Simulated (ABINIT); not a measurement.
# LiCl (Fm-3m): bands and cutoff in G0W0 with ABINIT

What does each rung of G0W0 on LiCl (Fm-3m) cost, and what does it buy?

Program: ABINIT 10.8.3. Level of theory: PBE and many-body steps on it, plane waves. Results are calculated unless marked as measured.

### Step 1. The starting structure

Symmetry: Fm-3m, No. 225, cubic system. The conventional cell has a = 5.143 Å, b = 5.143 Å, c = 5.143 Å, α = 90.00°, β = 90.00°, γ = 90.00°. Nearest to Li lie 6 Cl at 2.57 Å. Nearest to Cl lie 6 Li at 2.57 Å. Farther neighbours and most contacts between anions are not listed.

The cell and positions come from the Crystallography Open Database and are kept as given unless a step says otherwise.

### Step 2. Empty states on the mesh, 6×6×6 mesh, 876 bands

This step: ABINIT 10.8.3; DFT, PBE, plane waves, norm-conserving pseudopotentials.

The sums over transitions need many empty states on a uniform mesh; this step solves for them.

Input file run.abi:

```
acell 3*1.0 Angstrom
rprim 
  0.000000000000 2.571500000000 2.571500000000
  2.571500000000 0.000000000000 2.571500000000
  2.571500000000 2.571500000000 -0.000000000000
ntypat 2
znucl 3 17
natom 2
typat 1 2
xred 
  0.000000000000 0.000000000000 0.000000000000
  0.500000000000 0.500000000000 0.500000000000
pp_dirpath "pseudos"
pseudos "Li.upf, Cl.upf"
ecut 33
ngkpt 6 6 6
nshiftk 1
shiftk 0 0 0
kptopt 1
chksymbreak 0
irdden 1
istwfk *1
nband 876
prtvol 0
optdriver 6
gwr_task "HDIAGO"
paral_kgb 0
occopt 1
indata_prefix "in"
outdata_prefix "out"
tmpdata_prefix "tmp"
```

Launch:

```sh
> OMP_NUM_THREADS=1 mpirun -n 8 abinit run.abi > log
```

Output:

```text
.Version 10.8.3 of ABINIT. v10.8.2 released Aug 2026.

 Symmetries : space group Fm -3 m (#225); Bravais cF (face-center cubic)
[... echo of the input left out ...]
== DATASET  1 ==================================================================
-   mpi_nproc: 8, omp_nthreads: 1 (-1 if OMP is not activated)

--- !DatasetInfo
iteration_state: {dtset: 1, }
dimensions: {natom: 2, nkpt: 16, mband: 876, nsppol: 1, nspinor: 1, nspden: 1, mpw: 2092, }
cutoff_energies: {ecut:  33.0, pawecutdg:  -1.0, }
[...]
Direct band gap semiconductor
 Fundamental gap:     6.285 (eV)
   VBM:     0.193 (eV) at k: [ 0.0000E+00,  0.0000E+00,  0.0000E+00]
   CBM:     6.477 (eV) at k: [ 0.0000E+00,  0.0000E+00,  0.0000E+00]
 Direct gap:         6.285 (eV) at k: [ 0.0000E+00,  0.0000E+00,  0.0000E+00]

== END DATASET(S) ==============================================================
================================================================================

 -outvars: echo values of variables after computation  --------
           etotal      0.0000000000E+00
            nband         876
             nkpt          16
          spgroup         225
 [... the other variables as echoed above ...]

 Calculation completed.
```

Elapsed: 34 s, on 8 MPI ranks of Arm Neoverse N1, shared host; peak memory 2.5 GiB; 4.5 min of CPU time.

This step gave:

```yaml
gap: 6.285 eV
k_of_the_valence_top: 0, 0, 0
k_of_the_conduction_bottom: 0, 0, 0
least_direct_gap: 6.285 eV
k_points_computed: 16
lowest_point_of_the_top_converged_band_above_the_valence_top: 472.6882 eV
```

On this mesh the gap is 6.285 eV.

The density comes from a self-consistent run that is not shown.

### Step 3. Screening, 6×6×6 mesh, 112 bands, screening to 149.7 eV

The RPA dielectric matrix is built and inverted for each q.

This step: RPA screening on PBE, plane waves, norm-conserving pseudopotentials.

Changes to run.abi since step 2:

```diff
@@ -20,10 +20,11 @@
 chksymbreak 0
-irdden 1
 istwfk *1
-nband 876
-prtvol 0
-optdriver 6
-gwr_task "HDIAGO"
-paral_kgb 0
 occopt 1
+irdwfk 1
+optdriver 3
+nband 112
+ecuteps 5.5
+inclvkb 2
+awtr 1
+symchi 1
 indata_prefix "in"
```

Output:

```text
.Version 10.8.3 of ABINIT. v10.8.2 released Aug 2026.

 Symmetries : space group Fm -3 m (#225); Bravais cF (face-center cubic)
[... echo of the input left out ...]
== DATASET  1 ==================================================================
-   mpi_nproc: 8, omp_nthreads: 1 (-1 if OMP is not activated)

--- !DatasetInfo
iteration_state: {dtset: 1, }
dimensions: {natom: 2, nkpt: 16, mband: 112, nsppol: 1, nspinor: 1, nspden: 1, mpw: 2092, }
cutoff_energies: {ecut:  33.0, pawecutdg:  -1.0, }
electrons: {nelect:   1.00000000E+01, charge:   0.00000000E+00, occopt:   1.00000000E+00, tsmear:   1.00000000E-02, }

 SCREENING: Calculation of the susceptibility and dielectric matrices

 Based on a program developped by R.W. Godby, V. Olevano, G. Onida, and L. Reining.
 Incorporated in ABINIT by V. Olevano, G.-M. Rignanese, and M. Torrent.
.Using double precision arithmetic ; gwpc =  8

[... cell and pseudopotentials left out ...]
--------------------------------------------------------------------------------

 ==== K-mesh for the wavefunctions ====
 Number of points in the irreducible wedge :    16
[... list of points left out ...]
 Together with 48 symmetry operations and time-reversal symmetry
 yields   216 points in the full Brillouin Zone.

 ==== Q-mesh for the screening function ====
 Number of points in the irreducible wedge :    16
[... list of points left out ...]
 Together with 48 symmetry operations and time-reversal symmetry
 yields   216 points in the full Brillouin Zone.

 setmesh: FFT mesh size selected  =    25x   25x   25
          total number of points  =        15625

 vcoul_init : cutoff-mode = AUXILIARY_FUNCTION
 q-points for optical limit:   1
     1)      0.000010    0.000020    0.000030

- screening: taking advantage of time-reversal symmetry
- Maximum band index for partially occupied states nbvw = 5
- Remaining bands to be divided among processors   nbcw = 107
- Number of bands treated by each node ~13

 Number of electrons calculated from density =   10.0000; Expected =   10.0000
 average of density, n =  0.043573
 r_s =    1.7629
 omega_plasma =   20.1355 [eV]

 calculating chi0 at frequencies [eV] :
  1    0.000000E+00    0.000000E+00
  2    0.000000E+00    2.013550E+01

--------------------------------------------------------------------------------
  q-point number  1        q = ( 0.000000, 0.000000, 0.000000) [r.l.u.]
--------------------------------------------------------------------------------
[... chi0 elements left out ...]
 For q-point:  0.000010 0.000020 0.000030
  dielectric constant =   2.7552
  dielectric constant without local fields =   3.2515

  Average fulfillment of the sum rule on Im[epsilon] for q-point    1 :     82.54  [%]
[... wings left out ...]
  q-point number  2        q = ( 0.166667, 0.000000, 0.000000) [r.l.u.]
--------------------------------------------------------------------------------
[... chi0 elements left out ...]
  Average fulfillment of the sum rule on Im[epsilon] for q-point    2 :     88.44  [%]

 [... 14 further q-points ...]
```

It took 67 s on 8 MPI ranks; peak memory 1.4 GiB; 8.9 min of CPU time.

This step gave:

- ε∞ with local fields, on this mesh, along the program's q direction: 2.755
- the same without local fields: 3.252
- plasma frequency: 20.14 eV
- plane waves in the screening matrix: 137

Local fields lower ε∞ by 15 %.

### Step 4. 112 bands, 149.7 eV

The self-energy is evaluated for the states that the input lists, and the levels follow from it, in one-shot runs by the linearised quasiparticle equation.

This step: G0W0 on PBE, plane waves, norm-conserving pseudopotentials.

Changes to run.abi since step 3:

```diff
@@ -23,8 +23,19 @@
 irdwfk 1
-optdriver 3
+optdriver 4
 nband 112
+gwcalctyp 0
+ecutsigx 33
+symsigma 1
+nkptgw 3
+kptgw 
+  0.0000000000 0.0000000000 0.0000000000
+  0.5000000000 0.0000000000 0.0000000000
+  0.5000000000 0.5000000000 0.0000000000
+bdgw 
+  3 9
+  4 8
+  4 7
 ecuteps 5.5
-inclvkb 2
-awtr 1
-symchi 1
+irdscr 1
+ppmodel 1
 indata_prefix "in"
```

Output:

```text
.Version 10.8.3 of ABINIT. v10.8.2 released Aug 2026.

 Symmetries : space group Fm -3 m (#225); Bravais cF (face-center cubic)
[... echo of the input left out ...]
== DATASET  1 ==================================================================
-   mpi_nproc: 8, omp_nthreads: 1 (-1 if OMP is not activated)

--- !DatasetInfo
iteration_state: {dtset: 1, }
dimensions: {natom: 2, nkpt: 16, mband: 112, nsppol: 1, nspinor: 1, nspden: 1, mpw: 2092, }
cutoff_energies: {ecut:  33.0, pawecutdg:  -1.0, }
electrons: {nelect:   1.00000000E+01, charge:   0.00000000E+00, occopt:   1.00000000E+00, tsmear:   1.00000000E-02, }

 SIGMA: Calculation of the GW corrections

 Based on a program developped by R.W. Godby, V. Olevano, G. Onida, and L. Reining.
 Incorporated in ABINIT by V. Olevano, G.-M. Rignanese, and M. Torrent.
.Using double precision arithmetic ; gwpc =  8

[... cell and pseudopotentials left out ...]
--------------------------------------------------------------------------------

 ==== K-mesh for the wavefunctions ====
 Number of points in the irreducible wedge :    16
[... list of points left out ...]
 Together with 48 symmetry operations and time-reversal symmetry
 yields   216 points in the full Brillouin Zone.

 ==== Q-mesh for screening function ====
 Number of points in the irreducible wedge :    16
[... list of points left out ...]
 Together with 48 symmetry operations and time-reversal symmetry
 yields   216 points in the full Brillouin Zone.

 vcoul_init : cutoff-mode = AUXILIARY_FUNCTION
 q-points for optical limit:   1
     1)      0.000010    0.000020    0.000030
 setmesh: FFT mesh size selected  =    36x   36x   36
          total number of points  =        46656

 Number of electrons calculated from density =   10.0000; Expected =   10.0000
 average of density, n =  0.043573
 r_s =    1.7629
 omega_plasma =   20.1355 [eV]

 === KS Band Gaps ===
  >>>> For spin  1
   Minimum direct gap =   6.2845 [eV], located at k-point      :   0.0000  0.0000  0.0000
   Fundamental gap    =   6.2845 [eV], Top of valence bands at :   0.0000  0.0000  0.0000
                                       Bottom of conduction at :   0.0000  0.0000  0.0000
 SIGMA fundamental parameters:
 PLASMON POLE MODEL  1
 number of plane-waves for SigmaX                 2085
 number of plane-waves for SigmaC and W            137
 number of plane-waves for wavefunctions          2085
 number of bands                                   112
 number of independent spin polarizations            1
 number of spinorial components                      1
 number of k-points in IBZ                          16
 number of q-points in IBZ                          16
 number of symmetry operations                      48
 number of k-points in BZ                          216
 number of q-points in BZ                          216
 number of frequencies for dSigma/dE                 9
 frequency step for dSigma/dE [eV]                0.25
 number of omega for Sigma on real axis              0
 max omega for Sigma on real axis  [eV]           0.00
 zcut for avoiding poles [eV]                     0.10

 EPSILON^-1 parameters (SCR file):
 dimension of the eps^-1 matrix on file            137
 dimension of the eps^-1 matrix used               137
 number of plane-waves for wavefunctions          2085
 number of bands                                   112
 number of q-points in IBZ                          16
 number of frequencies                               2
 number of real frequencies                          1
 number of imag frequencies                          1

 matrix elements of self-energy operator (all in [eV])

 Perturbative Calculation

--- !SelfEnergy_ee
iteration_state: {dtset: 1, }
kpoint     : [   0.000,    0.000,    0.000, ]
spin       : 1
KS_gap     :    6.285
QP_gap     :    8.934
Delta_QP_KS:    2.649
data: !SigmaeeData |
     Band     E0 <VxcDFT>   SigX SigC(E0)      Z dSigC/dE  Sig(E)    E-E0       E
        3   0.193 -14.693 -19.029   2.016   0.804  -0.244 -16.558  -1.865  -1.672
        4   0.193 -14.693 -19.029   2.016   0.804  -0.244 -16.558  -1.865  -1.672
        5   0.193 -14.693 -19.029   2.016   0.804  -0.244 -16.558  -1.865  -1.672
        6   6.477  -9.170  -4.732  -3.512   0.848  -0.180  -8.385   0.785   7.262
        7  11.985  -9.607  -4.365  -3.742   0.842  -0.188  -8.344   1.263  13.248
        8  11.985  -9.607  -4.365  -3.742   0.842  -0.188  -8.344   1.263  13.248
[...]
--- !SelfEnergy_ee
iteration_state: {dtset: 1, }
kpoint     : [   0.500,    0.000,    0.000, ]
spin       : 1
KS_gap     :    6.990
QP_gap     :    9.743
Delta_QP_KS:    2.753
data: !SigmaeeData |
     Band     E0 <VxcDFT>   SigX SigC(E0)      Z dSigC/dE  Sig(E)    E-E0       E
[...]
--- !SelfEnergy_ee
iteration_state: {dtset: 1, }
kpoint     : [   0.500,    0.500,    0.000, ]
spin       : 1
KS_gap     :    8.900
QP_gap     :   11.960
Delta_QP_KS:    3.060
data: !SigmaeeData |
     Band     E0 <VxcDFT>   SigX SigC(E0)      Z dSigC/dE  Sig(E)    E-E0       E
[...]
5  -0.892 -13.692 -18.391   2.200   0.802  -0.247 -15.697  -2.005  -2.897
        6   8.008  -9.292  -4.612  -3.438   0.849  -0.178  -8.238   1.055   9.063
        7   8.451  -8.226  -3.885  -3.304   0.854  -0.171  -7.341   0.885   9.336

== END DATASET(S) ==============================================================
================================================================================

 -outvars: echo values of variables after computation  --------
           etotal      0.0000000000E+00
            nband         112
             nkpt          16
          spgroup         225
 [... the other variables as echoed above ...]

 Calculation completed.
```

Wall time 14 s (8 MPI ranks); peak memory 1.4 GiB.

This step gave:

- G0W0 gap on the points computed: 8.934 eV
- starting gap on the mesh: 6.285 eV
- k of the valence top: 0, 0, 0
- k of the conduction bottom: 0, 0, 0
- Z at the valence top: 0.804
- Z at the conduction bottom: 0.848
- least direct G0W0 gap on the computed points: 8.934 eV

The gap on the mesh goes from 6.28 eV to 8.93 eV, a correction of +2.65 eV.

### Step 5. Screening, 6×6×6 mesh, 176 bands, screening to 203.5 eV

This step: RPA screening on PBE, plane waves, norm-conserving pseudopotentials.

Changes to run.abi since step 4:

```diff
@@ -23,19 +23,8 @@
 irdwfk 1
-optdriver 4
-nband 112
-gwcalctyp 0
-ecutsigx 33
-symsigma 1
-nkptgw 3
-kptgw 
-  0.0000000000 0.0000000000 0.0000000000
-  0.5000000000 0.0000000000 0.0000000000
-  0.5000000000 0.5000000000 0.0000000000
-bdgw 
-  3 9
-  4 8
-  4 7
-ecuteps 5.5
-irdscr 1
-ppmodel 1
+optdriver 3
+nband 176
+ecuteps 7.48
+inclvkb 2
+awtr 1
+symchi 1
 indata_prefix "in"
```

Output:

```text
.Version 10.8.3 of ABINIT. v10.8.2 released Aug 2026.

 Symmetries : space group Fm -3 m (#225); Bravais cF (face-center cubic)
[... echo of the input left out ...]
== DATASET  1 ==================================================================
-   mpi_nproc: 8, omp_nthreads: 1 (-1 if OMP is not activated)

--- !DatasetInfo
iteration_state: {dtset: 1, }
dimensions: {natom: 2, nkpt: 16, mband: 176, nsppol: 1, nspinor: 1, nspden: 1, mpw: 2092, }
cutoff_energies: {ecut:  33.0, pawecutdg:  -1.0, }
electrons: {nelect:   1.00000000E+01, charge:   0.00000000E+00, occopt:   1.00000000E+00, tsmear:   1.00000000E-02, }

 SCREENING: Calculation of the susceptibility and dielectric matrices

 Based on a program developped by R.W. Godby, V. Olevano, G. Onida, and L. Reining.
 Incorporated in ABINIT by V. Olevano, G.-M. Rignanese, and M. Torrent.
.Using double precision arithmetic ; gwpc =  8

[... cell and pseudopotentials left out ...]
--------------------------------------------------------------------------------

 ==== K-mesh for the wavefunctions ====
 Number of points in the irreducible wedge :    16
[... list of points left out ...]
 Together with 48 symmetry operations and time-reversal symmetry
 yields   216 points in the full Brillouin Zone.

 ==== Q-mesh for the screening function ====
 Number of points in the irreducible wedge :    16
[... list of points left out ...]
 Together with 48 symmetry operations and time-reversal symmetry
 yields   216 points in the full Brillouin Zone.

 setmesh: FFT mesh size selected  =    25x   25x   25
          total number of points  =        15625

 vcoul_init : cutoff-mode = AUXILIARY_FUNCTION
 q-points for optical limit:   1
     1)      0.000010    0.000020    0.000030

- screening: taking advantage of time-reversal symmetry
- Maximum band index for partially occupied states nbvw = 5
- Remaining bands to be divided among processors   nbcw = 171
- Number of bands treated by each node ~21

 Number of electrons calculated from density =   10.0000; Expected =   10.0000
 average of density, n =  0.043573
 r_s =    1.7629
 omega_plasma =   20.1355 [eV]

 calculating chi0 at frequencies [eV] :
  1    0.000000E+00    0.000000E+00
  2    0.000000E+00    2.013550E+01

--------------------------------------------------------------------------------
  q-point number  1        q = ( 0.000000, 0.000000, 0.000000) [r.l.u.]
--------------------------------------------------------------------------------
[... chi0 elements left out ...]
 For q-point:  0.000010 0.000020 0.000030
  dielectric constant =   2.7541
  dielectric constant without local fields =   3.2519

  Average fulfillment of the sum rule on Im[epsilon] for q-point    1 :     88.32  [%]
[... wings left out ...]
  q-point number  2        q = ( 0.166667, 0.000000, 0.000000) [r.l.u.]
--------------------------------------------------------------------------------
[... chi0 elements left out ...]
  Average fulfillment of the sum rule on Im[epsilon] for q-point    2 :     91.85  [%]

 [... 14 further q-points ...]
```

Elapsed: 2 min, on 8 MPI ranks; peak memory 1.8 GiB.

This step gave:

- ε∞ with local fields, on this mesh, along the program's q direction: 2.754
- the same without local fields: 3.252
- plasma frequency: 20.14 eV
- plane waves in the screening matrix: 229

[end of part 1 of 2]

[Paths, hosts, dates, memory and timing lines, banners, echoed tables and standing remarks are left out of the program output.]

[Logs are printed without paths, hosts, clocks, repeated set-up lines and the standing remarks that a program may print on its own settings, such as how far it seeks lower states.]

[Runs of the session that timed out or met a known fault of the program may be left out.]

[Hosts, paths, dates, database ids (printed as entryN), source tags and the programs' standing remarks are cut or masked in the printed files.]

[G0W0 gaps are taken among the corrected bands and points alone; a level outside them can change the order at an edge.]

[Where Ansatz stands beside ABINIT at settings called matched, ABINIT's density can come from a denser mesh and the files from another edition; pairs whose starting gaps differed by over 0.03 eV were left out, so agreement reads better than it is.]
